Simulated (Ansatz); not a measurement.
# SrO: the band gap up the ladder of functionals

One table from this session's results is given with a row withheld; the runs are named, their logs left out.

The runs shown are made with Ansatz 0.2.0. PAW datasets, plane waves. Values at 0 K without nuclear motion; spin polarisation is off, and the phase may be a hypothetical one.

## Starting point

The cell was relaxed beforehand with r2SCAN.

The symmetry is F-43m (No. 216, cubic); a = 5.585 Å in the conventional setting, 21.77 Å³ an atom. Around Sr lie 4 O at 2.42 Å; around O lie 4 Sr at 2.42 Å.

The structure in full:

```
Sr O
1.0
     0.00000    2.79228    2.79228
     2.79228    0.00000    2.79228
     2.79228    2.79228    0.00000
Sr O
1 1
Direct
  0.00000 0.00000 0.00000
  0.25000 0.25000 0.25000
```

The first run:

Input file input.yaml:

```yaml
crystal:
  lattice:
    - [0.0, 2.7922805133, 2.7922805133]
    - [2.7922805133, 0.0, 2.7922805133]
    - [2.7922805133, 2.7922805133, 0.0]
  atoms:
    - { symbol: Sr, position: [0.0, 0.0, 0.0] }
    - { symbol: O, position: [0.25, 0.25, 0.25] }
kpoints:
  mp_grid: { grid: [8, 8, 8] }
  band_path:
    path:
      - [[0.0, 0.0, 0.0], [-0.5, -0.5, -1.386853049538e-33], [-0.375, -0.375, 0.25]]
      - [[-0.375, 1.821772209426e-17, 0.375], [0.0, 0.0, 0.0], [3.653159092728e-19, 3.653159092728e-19, 0.5], [-0.5, -0.25, 0.25], [-0.5, -0.5, -1.386853049538e-33]]
    npoints: 10
hamiltonian:
  xc: pbe
scf:
  occupations: { method: fermi_dirac, width: 0.02 }
  n_extra_bands: 4
output:
  forces: true
  stress: true
  eigenvalues: true
```

Command:

```
$ ansatz run input.yaml --threads 2 --pin off --max-ram 2211MiB --backend cpu --events-out ev --progress --plain --runs-dir out
```

Among the steps run: PBE band path; r2SCAN; HSE06 at the same geometry; PBE+SOC at the same geometry; Single point with PBE0; LDA; DDH-PBE0 at the same geometry; HSE06+SOC; r2SCANh; LC-ωPBE.

One table of the session follows, with a row left open; its other results are not shown here.

| level | gap (eV) |
| --- | --- |
| PBE | 2.52 |
| r2SCAN | 2.89 |
| HSE06 | 3.85 |
| PBE+SOC | 2.49 |
| PBE0 | 4.56 |
| LDA | 2.30 |
| DDH-PBE0 | 4.97 |
| HSE06+SOC | 3.82 |
| r2SCANh | 3.62 |
| LC-ωPBE | ? |

**Question.** Estimate the row for LC-ωPBE.

As computed: gap (eV): 9.01. In the column «gap (eV)» it is the highest.

Meshes: PBE 8×8×8, r2SCAN 8×8×8, HSE06 6×6×6, PBE+SOC 8×8×8, PBE0 6×6×6, LDA 8×8×8, DDH-PBE0 6×6×6, HSE06+SOC 4×4×4, r2SCANh 6×6×6, LC-ωPBE 6×6×6.

What this shows: The gap runs from 2.30 eV (LDA) to 9.01 eV (LC-ωPBE). PBE reaches 65 % of the HSE06 value, and r2SCAN 75 %. PBE0 lies 0.71 eV above HSE06, which differs from it by screening the long-range exchange.

Caveats from the session: Warnings in the runs' records: stress scf threshold loose, stress exchange threshold loose.
